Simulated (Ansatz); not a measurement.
Set up this calculation in Ansatz 0.2.0, as the native input.

```
Task                : elastic constants
Functional          : LDA
Potentials or basis : Ansatz PAW
Cutoff              : 420 eV (not typed: the program's choice for these potentials)
k mesh              : 11 × 11 × 11
Occupations         : fixed
Spin                : no spin polarisation
Atoms under strain  : relaxed
```

The system is C.

```xyz
2
Lattice="0.0000 1.7834 1.7834 1.7834 0.0000 1.7834 1.7834 1.7834 0.0000" Properties=species:S:1:pos:R:3 pbc="T T T"
C     2.6751    2.6751    2.6751
C     1.7834    1.7834    1.7834
```

This isn't the form of C at room conditions, which is graphite.

The input as run:

input.yaml

```yaml
crystal:
  lattice:
    - [0.0, 1.78337, 1.78337]
    - [1.78337, 0.0, 1.78337]
    - [1.78337, 1.78337, 0.0]
  atoms:
    - { symbol: C, position: [0.75, 0.75, 0.75] }
    - { symbol: C, position: [0.5, 0.5, 0.5] }
hamiltonian:
  xc: lda
  pseudopotentials: { kind: paw }
kpoints:
  mp_grid: { grid: [11, 11, 11] }
scf:
  occupations: { method: fixed }
output:
  forces: true
  stress: true
elastic:
  mode: relaxed_ion
  stencil: two_point
```

Potentials or basis: Ansatz PAW.

Run with:

```sh
$ ansatz run input.yaml --threads 2 --pin off --max-ram 5120MiB --backend cpu --events-out ev --progress --plain --runs-dir out
```

It gave:

| Item | Value |
| --- | --- |
| Pressure | -13.1 GPa |
| Band gap on the k mesh | 4.10 eV, indirect (least direct gap 5.54 eV) |
| Elastic constants C11, C12, C44 | 1036, 109, 554 GPa |
| Voigt bulk modulus | 418 GPa |

Caveat: the cell is more than 3 GPa from zero pressure, which shifts response properties; odd divisions of the mesh miss points on the zone boundary, where band edges often lie, so the gap on the mesh can be too wide; the pressure holds a Pulay correction of +1.3 GPa for the finite cutoff; the PAW data sets come from PBE, with cores solved anew for the run's functional, which leaves a small shift of forces and pressure.

Wall time 4.8 s on 2 threads of AMD EPYC 7B13 (Zen 3), with other jobs on the host, peak memory 0.35 GiB.
